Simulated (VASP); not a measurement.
Set up this calculation in VASP 6.6.1, as the native input.

| Quantity | Value |
| --- | --- |
| Task | single point |
| Functional | RPBE |
| Potentials or basis | VASP PAW PBE potentials, release 64 (Pb, S) |
| Cutoff | 500 eV |
| k mesh | 8 × 8 × 8 |
| Occupations | gaussian, width 0.02 eV |
| Spin | no spin polarisation |
| Further INCAR settings | ALGO = Normal; EDIFF = 1e-07; NBANDS = 12 |

The structure of PbS lies in POSCAR:

```
PbS
1.0
    2.1126617058      1.2197458045      3.4519162518
   -2.1126617058      1.2197458045      3.4519162518
    0.0000000000     -2.4394916091      3.4519162518
Pb S
1 1
Direct
    0.9805657800      0.9805657800      0.9805657800
    0.4750355500      0.4750355500      0.4750355500
```

The cell is a database's computed one.

One way to write it, as run:

INCAR

```
PREC = Accurate
ENCUT = 500
EDIFF = 1E-7
ISMEAR = 0
SIGMA = 0.02
LREAL = F
LASPH = T
NELM = 100
ALGO = Normal
ISIF = 2
LWAVE = F
LCHARG = F
GGA = RP
NBANDS = 12
```

KPOINTS

```
Automatic mesh
0
Gamma
  8 8 8
```

Potentials or basis: VASP PAW PBE potentials, release 64 (Pb, S).

Launch:

```sh
$ cat potpaw_PBE.64/Pb/POTCAR potpaw_PBE.64/S/POTCAR > POTCAR
$ mpirun -np 1 vasp_std > vasp.out
```

It gave:

The pressure is 2.4 GPa. The largest force is 0.028 eV/Å and the band gap on the k mesh is 0.56 eV, direct.

Caveat: the PAW data sets were made with another functional, which shifts forces and pressure a little; spin-orbit coupling is left out, which as a rule narrows the gap of such compounds by several tenths of an eV.

Wall time 22 s on 1 thread of Intel(R) Xeon(R) Platinum 8488C (Sapphire Rapids), on a shared host, peak memory 0.2 GiB.
